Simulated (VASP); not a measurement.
# Ta (Im-3m) in VASP: further runs, part 2 of 2

VASP 6.6.1. Earlier steps stand in the parts before.

### 4 Relaxation of cell and atoms, PBEsol

The input, INCAR:

```
SYSTEM = Ta
ALGO = Normal
EDIFF = 1E-7
EDIFFG = -0.005
ENCUT = 480
GGA = PS
IBRION = 2
ISIF = 3
ISMEAR = 0
LASPH = .TRUE.
LCHARG = .FALSE.
LREAL = .FALSE.
LWAVE = .FALSE.
NELM = 100
NSW = 90
PREC = Accurate
SIGMA = 0.1
```

The input, KPOINTS:

```
k-points
0
G
  18 18 18
  0 0 0
```

The input, POSCAR:

```
Ta
1.0
   -1.6549278100      1.6549278100      1.6549278100
    1.6549278100     -1.6549278100      1.6549278100
    1.6549278100      1.6549278100     -1.6549278100
Ta
1
Direct
    0.0000000000      0.0000000000      0.0000000000
```

Potentials or basis: VASP PAW PBE potentials, release 64 (Ta_pv).

Started as:

```console
$ cat potpaw_PBE.64/Ta_pv/POTCAR > POTCAR
$ mpirun -np 1 vasp_std > vasp.out
```

OUTCAR:

```text
SYSTEM = Ta
   EDIFF = 1E-7
   EDIFFG = -0.005
   ENCUT = 480
   GGA = PS
   IBRION = 2
   ISIF = 3
   ISMEAR = 0
   LASPH = .TRUE.
   LREAL = .FALSE.
   NELM = 100
   NSW = 90
   PREC = Accurate

 ion  position               nearest neighbor table
   1  0.000  0.000  0.000-

  LATTYP: Found a body centered cubic cell.
 ALAT       =     3.3098556200

  Lattice vectors:

 A1 = (  -1.6549278100,   1.6549278100,   1.6549278100)
 A2 = (   1.6549278100,  -1.6549278100,   1.6549278100)
 A3 = (   1.6549278100,   1.6549278100,  -1.6549278100)

Analysis of symmetry for initial positions (statically):
=====================================================================
 Subroutine PRICEL returns:
 Original cell was already a primitive cell.

 Routine SETGRP: Setting up the symmetry group for a
 body centered cubic supercell.

 Subroutine GETGRP returns: Found 48 space group operations
 (whereof 48 operations were pure point group operations)
 out of a pool of 48 trial point group operations.

The static configuration has the point symmetry O_h .

Analysis of symmetry for dynamics (positions and initial velocities):
[... 169 lines left out ...]
  external PRESSURE =     -51.2167095 kB  Pullay stress =       0.0000000 kB
[... 92 lines left out ...]
--------------------------------------- Ionic step        4  -------------------------------------------

 number of electron      11.0000005 magnetization

 Free energy of the ion-electron system (eV)
  ---------------------------------------------------
  ext. energy  EPLUGINS =         0.00000000
  ---------------------------------------------------
  free energy    TOTEN  =       -12.55543809 eV

  energy without entropy =      -12.54948586  energy(sigma->0) =      -12.55246197

 E-fermi :   5.4865     XC(G=0): -12.8276

 val. band max:        5.4862154228   @ k =  -0.2778   0.3889   0.1111
 cond. band min:       5.4901632059   @ k =  -0.1667   0.2222   0.0556
 fundamental gap:      0.0039477831
 Fermi energy:         5.4865033550

 k-point     1 :       0.0000    0.0000    0.0000
  band No.  band energies     occupation
      1     -27.4675      2.00000
      2     -27.4675      2.00000
      3     -27.4675      2.00000
      4      -2.5260      2.00000
      5       6.1989      0.00000
      6       6.1989      0.00000
      7       6.1989      0.00000
      8       9.5382      0.00000
      9       9.5382      0.00000
[... 265 lines left out ...]
 k-point    24 :       0.3889    0.1111    0.0000
  band No.  band energies     occupation
      1     -28.6479      2.00000
      2     -27.9073      2.00000
      3     -27.5313      2.00000
      4       1.4095      2.00000
      5       3.9947      2.00000
      6       6.2038      0.00000
      7       9.2952      0.00000
      8      10.6289      0.00000
      9      13.5759      0.00000

 [... further k-points ...]

------------------------ aborting loop because EDIFF is reached ----------------------------------------

  FORCE on cell =-STRESS in cart. coord.  units (eV):
  Direction    XX          YY          ZZ          XY          YZ          ZX
  --------------------------------------------------------------------------------------
  -------------------------------------------------------------------------------------
  Total        0.0010015      0.0010015      0.0010015      0.0000000     -0.0000000      0.0000000
  in kB        0.0908314      0.0908314      0.0908314      0.0000000     -0.0000000      0.0000000
  external PRESSURE =       0.0908314 kB  Pullay stress =       0.0000000 kB
[... 16 lines left out ...]
  FREE ENERGIE OF THE ION-ELECTRON SYSTEM (eV)
  ---------------------------------------------------
  free  energy   TOTEN  =       -12.5554380852 eV

  energy  without entropy=      -12.5494858557  energy(sigma->0) =      -12.55246197

 reached required accuracy - stopping structural energy minimisation
```

Wall time 61 s (1 thread of Intel Xeon Platinum 8559C (Emerald Rapids), shared host); peak memory 0.15 GiB.

Results:

* Free energy: -12.5554 eV
* Relaxed volume: 17.67 Å³/atom
* Relaxed cell: a = 2.842 Å, b = 2.842 Å, c = 2.842 Å, α = 109.47°, β = 109.47°, γ = 109.47°
* Space group after relaxing (to 0.05 Å): Im-3m (No. 229)
* Energy gained by relaxing: 7.6 meV/atom
* Ionic steps: 4
* Pressure after relaxing: 0.0 GPa
* Band gap on the k mesh: none (metal or under the smearing width)

Step by step:
```csv
step,energy change (eV),largest force (eV/Å),pressure (GPa),volume (Å³)
1,0.0000,0.0000,-5.12,18.13
2,0.0344,0.0000,13.99,16.65
3,-0.0076,0.0000,-0.10,17.67
4,-0.0076,0.0000,0.01,17.67
```

Final structure:
```cif
data_structure
_symmetry_space_group_name_H-M 'P 1'
_symmetry_Int_Tables_number 1
_cell_length_a 2.8418
_cell_length_b 2.8418
_cell_length_c 2.8418
_cell_angle_alpha 109.471
_cell_angle_beta 109.471
_cell_angle_gamma 109.471
_cell_volume 17.67
loop_
_atom_site_label
_atom_site_type_symbol
_atom_site_fract_x
_atom_site_fract_y
_atom_site_fract_z
_atom_site_occupancy
Ta1 Ta 0.00000 0.00000 0.00000 1
```

Levels at points of the mesh, in eV from the Fermi level:
| k point | band 1 | band 2 | band 3 | band 4 | band 5 | band 6 | band 7 | band 8 | band 9 |
| --- | --- | --- | --- | --- | --- | --- | --- | --- | --- |
| (0.00, 0.00, 0.00) | -32.95 | -32.95 | -32.95 | -8.01 | 0.71 | 0.71 | 0.71 | 4.05 | 4.05 |
| (0.50, 0.00, 0.00) | -34.21 | -33.36 | -32.96 | -4.49 | -1.62 | 1.69 | 3.94 | 5.00 | 7.99 |
| (0.50, 0.50, 0.50) | -33.83 | -33.83 | -33.83 | -3.94 | -3.94 | 7.00 | 7.00 | 7.00 | 8.83 |

Caveat: the PAW data sets were made with another functional, which shifts forces and pressure a little.

### 5 Relaxation of cell and atoms, RPBE

INCAR: that of step 4 with these lines changed.

```diff
@@ -4,4 +4,4 @@
 EDIFFG = -0.005
-ENCUT = 480
-GGA = PS
+ENCUT = 600
+GGA = RP
 IBRION = 2
```

KPOINTS is that of step 4.

POSCAR is that of step 4.

Started as:

```console
$ cat potpaw_PBE.64/Ta_pv/POTCAR > POTCAR
$ mpirun -np 1 vasp_std > vasp.out
```

Run time: 44 s. Hardware: 1 thread of Intel Xeon Platinum 8559C (Emerald Rapids), shared host; peak memory 0.18 GiB.

The run converged. Its results:

```yaml
Free_energy: -11.3180 eV
Relaxed_volume: 18.61 Å³/atom
Relaxed_cell: a = 2.892 Å, b = 2.892 Å, c = 2.892 Å, α = 109.47°, β = 109.47°, γ = 109.47°
Space_group_after_relaxing_to_0.05_Å: Im-3m (No. 229)
Energy_gained_by_relaxing: 7.6 meV/atom
Ionic_steps: 4
Pressure_after_relaxing: 0.0 GPa
Band_gap_on_the_k_mesh: none (metal or under the smearing width)
```

Step by step:
```csv
step,energy change (eV),largest force (eV/Å),pressure (GPa),volume (Å³)
1,0.0000,0.0000,5.19,18.13
2,0.0273,0.0000,-9.68,19.71
3,-0.0076,0.0000,-0.09,18.62
4,-0.0076,0.0000,0.01,18.61
```

Final structure:
```yaml
crystal:
  lattice:
    - [-1.66947, 1.66947, 1.66947]
    - [1.66947, -1.66947, 1.66947]
    - [1.66947, 1.66947, -1.66947]
  atoms:
    - { symbol: Ta, position: [0.00000, 0.00000, 0.00000] }
```

Levels at points of the mesh, in eV from the Fermi level:
```csv
k point,band 2,band 3,band 4,band 5,band 6,band 7,band 8,band 9
"(0.00, 0.00, 0.00)",-33.24,-33.24,-7.80,0.74,0.74,0.74,3.90,3.90
"(0.50, 0.00, 0.00)",-33.58,-33.25,-4.23,-1.44,1.40,3.77,4.76,7.48
"(0.50, 0.50, 0.50)",-33.98,-33.98,-3.61,-3.61,6.57,6.57,6.57,8.33
```

Caveat: the PAW data sets were made with another functional, which shifts forces and pressure a little. Spin-orbit coupling is left out, which matters for the levels of Ta.

### 6 Overview

| task | level | potentials or basis | cell | cutoff (eV) | gap on the mesh (eV) | pressure (GPa) | relaxed volume (Å³/atom) |
| --- | --- | --- | --- | --- | --- | --- | --- |
| single point | PBEsol | VASP PAW PBE potentials, release 64 (Ta_pv) | as given | 520 | none | -5.1 | - |
| relaxation of cell and atoms | PBEsol | VASP PAW PBE potentials, release 64 (Ta) | relaxed | 580 | none | 0.0 | 17.52 |
| relaxation of cell and atoms | PBEsol | VASP PAW PBE potentials, release 64 (Ta_pv) | relaxed | 480 | none | 0.0 | 17.67 |
| relaxation of cell and atoms | RPBE | VASP PAW PBE potentials, release 64 (Ta_pv) | relaxed | 600 | none | 0.0 | 18.61 |

Alike in all rows: no spin polarisation; k mesh 18 × 18 × 18; smearing gaussian 0.1 eV.

Caveats: the PAW data sets were made with another functional, which shifts forces and pressure a little.

Absolute energies hang on the potentials; compare differences alone.
